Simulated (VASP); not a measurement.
A calculation with VASP 6.6.1 of CsH (ASE script, structure by space group and Wyckoff sites):

run.py

```python
from ase.calculators.vasp import Vasp
from ase.dft.bandgap import bandgap
from ase.spacegroup import crystal

atoms = crystal(
    ['Cs', 'H'],
    basis=[[0.0, 0.0, 0.0], [0.5, 0.5, 0.5]],
    spacegroup=221,
    setting=1,
    cellpar=[3.81840854, 3.81840854, 3.81840854, 90.0, 90.0, 90.0],
    primitive_cell=True,
)
calc = Vasp(
    directory='calc',
    xc='lda',
    pp='LDA',
    setups='recommended',
    prec='Accurate',
    encut=520,
    ediff=1e-06,
    ismear=0,
    sigma=0.02,
    lreal=False,
    lasph=True,
    nelm=60,
    algo='Normal',
    isif=2,
    lwave=False,
    lcharg=True,
    lelf=True,
    lvhar=True,
    kpts=[7, 7, 7],
    gamma=True,
    nbands=12,
)
atoms.calc = calc

print('energy (eV):', atoms.get_potential_energy())
print('free energy (eV):', atoms.get_potential_energy(force_consistent=True))
print('forces (eV/A):')
print(atoms.get_forces())
print('stress (eV/A^3, Voigt):', atoms.get_stress())
print('Fermi level (eV):', calc.get_fermi_level())
gap, top, bottom = bandgap(calc)
print('band gap (eV):', gap, 'from (spin, k, band)', top, 'to', bottom)
```

Potentials or basis: VASP PAW LDA potentials, release 64 (Cs_sv, H).

Run with:

```console
$ python run.py
```

The cell comes from a database or a generator and needn't be the stable form of this composition.

Question: Write the same calculation in another form: native input, structure from a POSCAR.

Answer: As run:

File INCAR:

```
SYSTEM = CsH
  ALGO = Normal
  EDIFF = 1E-6
  ENCUT = 520
  ISIF = 2
  ISMEAR = 0
  LASPH = .True.
  LCHARG = .False.
  LREAL = .False.
  LWAVE = .False.
  NELM = 60
  PREC = Accurate
  SIGMA = 0.02
```

KPOINTS

```
k-points
0
Gamma
  7 7 7
  0 0 0
```

Contents of POSCAR:

```
CsH
1.0
    3.8184085400      0.0000000000      0.0000000000
    0.0000000000      3.8184085400      0.0000000000
    0.0000000000      0.0000000000      3.8184085400
Cs H
1 1
Direct
    0.0000000000      0.0000000000      0.0000000000
    0.5000000000      0.5000000000      0.5000000000
```

Potentials or basis: VASP PAW LDA potentials, release 64 (Cs_sv, H).

The run is started by

```sh
$ cat potpaw_LDA.64/Cs_sv/POTCAR potpaw_LDA.64/H/POTCAR > POTCAR
$ mpirun -np 1 vasp_std > vasp.out
```

Both were run:

|  | ASE script, structure by space group and Wyckoff sites | native input, structure from a POSCAR |
| --- | --- | --- |
| Pressure | -1.9 GPa | -1.9 GPa |
| Band gap on the k mesh | 2.73 eV, indirect (least direct gap 2.86 eV) | 2.73 eV, indirect (least direct gap 2.86 eV) |

Keys that steer only the numerical path or the files written may differ.

Caveat: spin-orbit coupling is left out, which moves the levels of the heavy elements; an odd mesh through Γ misses points on the zone boundary, where band edges often lie.
